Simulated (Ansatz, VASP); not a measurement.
HfB: VASP beside Ansatz

File INCAR:

```
SYSTEM = HfB
PREC = Accurate ; ENCUT = 520
EDIFF = 1E-6 ; ISMEAR = -1
SIGMA = 0.05 ; LREAL = .False.
LASPH = .True. ; NELM = 80
ALGO = Normal ; ISIF = 2
LWAVE = .False. ; LCHARG = .False.
GGA = CA ; NBANDS = 14
```

File KPOINTS:

```
Automatic mesh
0
Gamma
  10 10 10
  0 0 0
```

Contents of POSCAR:

```
HfB
1.0
    0.0000000000      2.3553056198      2.3553056198
    2.3553056198      0.0000000000      2.3553056198
    2.3553056198      2.3553056198      0.0000000000
Hf B
1 1
Direct
    0.5000000000      0.5000000000      0.5000000000
    0.0000000000      0.0000000000      0.0000000000
```

Contents of input.yaml:

```yaml
crystal:
  lattice:
    - [0.0, 2.3553056198, 2.3553056198]
    - [2.3553056198, 0.0, 2.3553056198]
    - [2.3553056198, 2.3553056198, 0.0]
  atoms:
    - { symbol: Hf, position: [0.5, 0.5, 0.5] }
    - { symbol: B, position: [0.0, 0.0, 0.0] }
hamiltonian:
  xc: lda
  pseudopotentials: { kind: paw }
kpoints:
  mp_grid: { grid: [10, 10, 10] }
scf:
  occupations: { method: fermi_dirac, width: 0.05 }
output:
  forces: true
  stress: true
  eigenvalues: true
  write_density: true
  write_potential: true
  elf: true
  volumetric_format: npy
```

Alike in both runs: task single point; functional LDA; k mesh 10 × 10 × 10; occupations fermi-dirac, width 0.05 eV; no spin polarisation.

|  | VASP | Ansatz |
| --- | --- | --- |
| version | VASP 6.6.1 | Ansatz 0.2.0 |
| potentials or method | VASP PAW LDA potentials, release 64 (Hf_pv, B) | Ansatz PAW |
| plane-wave cutoff (eV) | 520 | 420 |
| valence electrons in the cell | 13 | 29 |

Ansatz gave:

- gap on the k mesh at the Fermi level (eV): none
- pressure (GPa): 4.6

Question: What did VASP give for the same quantities?

Answer: gap on the k mesh at the Fermi level (eV): none; pressure (GPa): 5.8.

A gap of «none» marks a metal or a gap that the smearing closes. The two sets of potentials don't hold the same shells in valence.

Caveats: the PAW data sets come from PBE, with cores solved anew for the run's functional, which leaves a small shift of forces and pressure (Ansatz). The runs have no spin-orbit coupling, so splittings on Hf are missing.
